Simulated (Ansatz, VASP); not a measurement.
# One calculation of SiC, two programs

```xyz
8
Lattice="3.0757 0.0000 0.0000 -1.5378 2.6636 0.0000 0.0000 0.0000 10.0706" Properties=species:S:1:pos:R:3 pbc="T T T"
Si    0.0000    0.0000    1.8922
Si    0.0000    0.0000    6.9275
Si    0.0000    1.7758    4.4094
Si    1.5378    0.8879    9.4447
C     0.0000    0.0000    0.0046
C     0.0000    0.0000    5.0400
C     0.0000    1.7758    2.5157
C     1.5378    0.8879    7.5510
```

The cell is a database's computed one.

Alike in both runs: task single point; functional PBEsol; k mesh 10 × 10 × 3; occupations fermi-dirac, width 0.05 eV; no spin polarisation.

|  | VASP | Ansatz |
| --- | --- | --- |
| version | VASP 6.6.1 | Ansatz 0.2.0 |
| potentials or method | VASP PAW PBE potentials, release 64 (Si, C), cutoff 520 eV | all-electron LAPW, scalar-relativistic |

VASP gave:

| Property | Result |
| --- | --- |
| gap on the k mesh at the Fermi level (eV) | 2.11 |
| least direct gap on the mesh (eV) | 3.24 |
| pressure (GPa) | 0.8 |
| largest component of the traceless stress (GPa) | 0.08 |

Task: What did Ansatz give for the same quantities?

Result: gap on the k mesh at the Fermi level (eV): 2.12; least direct gap on the mesh (eV): 3.25; pressure (GPa): 0.4; largest component of the traceless stress (GPa): 0.07.

Ansatz ran all-electron here, so the differences hold the error of VASP's frozen core and of both bases.

Caveats: an odd mesh through Γ misses points on the zone boundary, where band edges often lie; the PAW data sets were made with another functional, which shifts forces and pressure a little (VASP).
